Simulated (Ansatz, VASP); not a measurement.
# Two plane-wave programs on CsSnBr3

```xyz
5
Lattice="5.8390 0.0000 0.0000 0.0000 5.8390 0.0000 0.0000 0.0000 5.8390" Properties=species:S:1:pos:R:3 pbc="T T T"
Cs    0.0000    0.0000    0.0000
Sn    2.9195    2.9195    2.9195
Br    2.9195    0.0000    2.9195
Br    2.9195    2.9195    0.0000
Br    0.0000    2.9195    2.9195
```

The cell is a database's computed one.

Alike in both runs: task single point; functional PBE; k mesh 6 × 6 × 6; occupations gaussian, width 0.05 eV; no spin polarisation.

|  | VASP | Ansatz |
| --- | --- | --- |
| version | VASP 6.6.1 | Ansatz 0.2.0 |
| potentials or method | VASP PAW PBE potentials, release 64 (Cs_sv, Sn_d, Br) | scalar-relativistic, plane waves, PAW |
| plane-wave cutoff (eV) | 520 | 420 |
| valence electrons in the cell | 44 | 44 |

```csv
,VASP,Ansatz,Ansatz less VASP
gap on the k mesh at the Fermi level (eV),0.50,0.50,+0.001
least direct gap on the mesh (eV),0.50,0.50,+0.001
pressure (GPa),0.6,0.6,0.00
```

The functional is the same, so the differences come from potentials, cutoffs and numerics.

Caveats: spin-orbit coupling is left out, which moves the levels of the heavy elements. PBE gaps usually lie below the measured ones, often by a third to a half. A k mesh can miss the band edges.
